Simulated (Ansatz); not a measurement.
## TiAl3 under changes of volume

One of the cells (15.634 Å³/atom); the others are scaled copies at fixed shape and fractional positions:

```xyz
4
Lattice="-1.9111 1.9111 4.2807 1.9111 -1.9111 4.2807 1.9111 1.9111 -4.2807" Properties=species:S:1:pos:R:3 pbc="T T T"
Ti    0.0000    0.0000    0.0000
Al    1.9111    0.0000    2.1403
Al    0.0000    1.9111    2.1403
Al    0.0000    0.0000    4.2807
```

The cell comes from a database or a generator and needn't be the stable form of this composition.

* Program: Ansatz 0.2.0
* Functional: PBE
* Potentials or basis: Ansatz PAW
* Cutoff: 420 eV (not typed: the program's choice for these potentials)
* k mesh: 10 × 10 × 10
* Occupations: fermi-dirac, width 0.05 eV
* Spin: no spin polarisation

| volume (Å³/atom) | energy over the lowest point (meV/atom) | pressure (GPa) |
| --- | --- | --- |
| 14.696 | ? | ? |
| 15.009 | 19.58 | 7.2 |
| 15.322 | 8.28 | 4.5 |
| 15.634 | 1.91 | 2.1 |
| 15.947 | 0.00 | -0.1 |
| 16.260 | 2.13 | -2.0 |
| 16.572 | 7.92 | -3.8 |

What does the run at 14.696 Å³/atom give?

Energy over the lowest point 36.34 meV/atom; pressure 10.1 GPa.

Worked out: A Birch-Murnaghan fit of order 3 (a polynomial in V^(-2/3)) to the other rows has its minimum at 15.93 Å³/atom with B0 = V·E''(V) = 106 GPa and B' = 4.0 at fixed shape and positions, which overstates the stiffness. It gives 36.33 meV/atom at 14.696 Å³/atom, against the run's 36.34, and -dE/dV = 10.1 GPa, against 10.1.

Energies are extrapolated to zero smearing.
